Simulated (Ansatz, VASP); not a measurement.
**Two plane-wave programs on MgS**

POSCAR

```
MgS
1.0
    0.0000000000      2.6016500000      2.6016500000
    2.6016500000      0.0000000000      2.6016500000
    2.6016500000      2.6016500000      0.0000000000
Mg S
1 1
Direct
    0.0000000000      0.0000000000      0.0000000000
    0.5000000000      0.5000000000      0.5000000000
```

File INCAR.step1:

```
ALGO = Normal
EDIFF = 1E-4
ENCUT = 520
GGA = PE
ISMEAR = -1
LASPH = T
LCHARG = F
LREAL = F
LWAVE = T
NBANDS = 11
NELM = 100
PREC = Accurate
SIGMA = 0.03
```

The input INCAR.step2:

```
ALGO = Normal
EDIFF = 1E-8
ENCUT = 520
ISIF = 2
ISMEAR = -1
ISTART = 1
LASPH = T
LCHARG = F
LEFG = T
LMIXTAU = T
LREAL = F
LWAVE = F
METAGGA = R2SCAN
NBANDS = 11
NELM = 100
PREC = Accurate
SIGMA = 0.03
```

Contents of KPOINTS:

```
k-points
0
Gamma
  10 10 10
```

Input for Ansatz:

```yaml
crystal:
  lattice:
    - [0.0, 2.60165, 2.60165]
    - [2.60165, 0.0, 2.60165]
    - [2.60165, 2.60165, 0.0]
  atoms:
    - { symbol: Mg, position: [0.0, 0.0, 0.0] }
    - { symbol: S, position: [0.5, 0.5, 0.5] }
kpoints:
  mp_grid: { grid: [10, 10, 10] }
  band_path:
    path:
      - [0.0, 0.0, 0.0]
      - [0.5, 0.0, 0.5]
      - [0.625, 0.25, 0.625]
      - [0.375, 0.375, 0.75]
      - [0.0, 0.0, 0.0]
      - [0.5, 0.5, 0.5]
      - [0.5, 0.25, 0.75]
      - [0.5, 0.0, 0.5]
    npoints: 5
scf:
  occupations: { method: fermi_dirac, width: 0.03 }
hamiltonian:
  xc: r2scan
  pseudopotentials: { kind: paw }
output:
  forces: true
  stress: true
  eigenvalues: true
  efg: { contact_densities: true }
  write_density: true
  write_potential: true
  elf: true
  volumetric_format: npy
```

Alike in both runs: task electric field gradients; functional r2SCAN; k mesh 10 × 10 × 10; occupations fermi-dirac, width 0.03 eV; no spin polarisation.

|  | VASP | Ansatz |
| --- | --- | --- |
| version | VASP 6.6.1 | Ansatz 0.2.0 |
| potentials or method | VASP PAW PBE potentials, release 64 (Mg, S) | PAW with Ansatz's default frozen-core files, scalar-relativistic |
| plane-wave cutoff (eV) | 520 | 500 |
| valence electrons in the cell | 8 | 16 |

Ansatz gave:

- gap on the k mesh at the Fermi level (eV): 3.46
- pressure (GPa): 0.0
- Vzz of the field gradient on the site that differs most (V/Å²): 0.0

Question: Which values does VASP return?

Answer: gap on the k mesh at the Fermi level (eV): 3.43; pressure (GPa): -0.5; Vzz of the field gradient on the site that differs most (V/Å²): 0.0.

The functional is the same, so the differences come from potentials, cutoffs and numerics. The two sets of potentials don't hold the same shells in valence.

Caveats: the PAW data sets were made with another functional, which shifts forces and pressure a little (VASP). A k mesh can miss the band edges. r2SCAN opens gaps a little over a GGA but as a rule still falls short of measured ones.
